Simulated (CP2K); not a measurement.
Runs of CP2K 2026.2 on BaTiO3. Symmetry: P4mm, No. 99, tetragonal system. The conventional cell has a = 4.000 Å, b = 4.000 Å, c = 4.018 Å, α = 90.00°, β = 90.00°, γ = 90.00°. Around Ba (site symmetry 4mm) lie 12 O at 2.79 to 2.88 Å. Ti (site symmetry 4mm) has 6 O at 1.89 to 2.13 Å as nearest neighbours. Around O (site symmetry 2mm) lie 2 Ti at 2.00 Å. O (site symmetry 4mm) is surrounded by 2 Ti at 1.89 to 2.13 Å. 

```tsv
task	level	potentials or basis	cell	k mesh	smearing	EPS_DEFAULT	k points reduced by the point group	NGRIDS	EXTRAPOLATION	optimiser	gap on the mesh (eV)	pressure (GPa)	relaxed volume (Å³/atom)
single point	PBE	POTENTIAL_UZH Ba GTH-PBE-q10, Ti GTH-PBE-q12, O GTH-PBE-q6; TZVP-MOLOPT-PBE-GTH basis	as given	7 × 7 × 7	gaussian 0.012 eV	1.0E-10	yes	5	-	-	1.86	4.1	-
relaxation of cell and atoms	PBE	POTENTIAL_UZH Ba GTH-PBE-q10, Ti GTH-PBE-q12, O GTH-PBE-q6; TZVP-MOLOPT-PBE-GTH basis	relaxed	5 × 5 × 5	fermi-dirac 0.05 eV	1.0E-9	-	5	USE_PREV_P	BFGS	1.93	0.0	13.51
band structure	PBE	POTENTIAL_UZH Ba GTH-PBE-q10, Ti GTH-PBE-q12, O GTH-PBE-q6; TZVP-MOLOPT-PBE-GTH basis	as given	7 × 7 × 7	fermi-dirac 0.05 eV	1.0E-10	yes	5	-	-	1.86	4.1	-
relaxation of cell and atoms	LDA	GTH_POTENTIALS Ba GTH-PADE-q10, Ti GTH-PADE-q12, O GTH-PADE-q6; TZVP-MOLOPT-PBE-GTH basis	relaxed	5 × 5 × 5	fermi-dirac 0.1 eV	1.0E-10	-	4	USE_PREV_P	BFGS	(a)	0.0	12.35
```

Alike in all rows: no spin polarisation.

Problem. Fill in the values left out.

Solution. (a) 1.96.

Caveats: spin-orbit coupling is left out, which moves the levels of the heavy elements; the basis of atomic orbitals isn't converged, which shifts pressures, moduli and gaps; an odd mesh through Γ misses points on the zone boundary, where band edges often lie (some runs); the printed path begins after the first move (some runs); the mesh misses the band edges, which the band path finds closer together (some runs).

A k mesh can miss the band edges, and the runs leave out spin-orbit coupling on Ba.

Not every run made on this cell is shown here.
